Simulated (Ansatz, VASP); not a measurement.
## BaF2 (Frankdicksonite) in VASP and in Ansatz

```
Ba F
1.0
     0.00000    3.07924    3.07924
     3.07924    0.00000    3.07924
     3.07924    3.07924    0.00000
Ba F
1 2
Direct
  0.00000 0.00000 0.00000
  0.75000 0.75000 0.75000
  0.25000 0.25000 0.25000
```

Change from the starting cell: volume scaled by 0.98.

Alike in both runs: task single point; functional PBE; k mesh 8 × 8 × 8; occupations fermi-dirac, width 0.05 eV; no spin polarisation.

|  | VASP | Ansatz |
| --- | --- | --- |
| version | VASP 6.6.1 | Ansatz 0.2.0 |
| potentials or method | VASP PAW PBE potentials, release 64 (Ba_sv, F) | Ansatz PAW |
| plane-wave cutoff (eV) | 520 | 420 |
| valence electrons in the cell | 24 | 24 |

```tsv
	VASP	Ansatz	Ansatz less VASP
gap on the k mesh at the Fermi level (eV)	6.85	6.92	+0.070
least direct gap on the mesh (eV)	6.94	7.03	+0.091
pressure (GPa)	3.7	2.5	-1.19
```

With one functional, cell and mesh, what is left measures potentials, basis and numerics.

Caveats: spin-orbit coupling is left out, which moves the levels of the heavy elements; the pressure holds a Pulay correction of +0.4 GPa for the finite cutoff (Ansatz). A k mesh can miss the band edges.
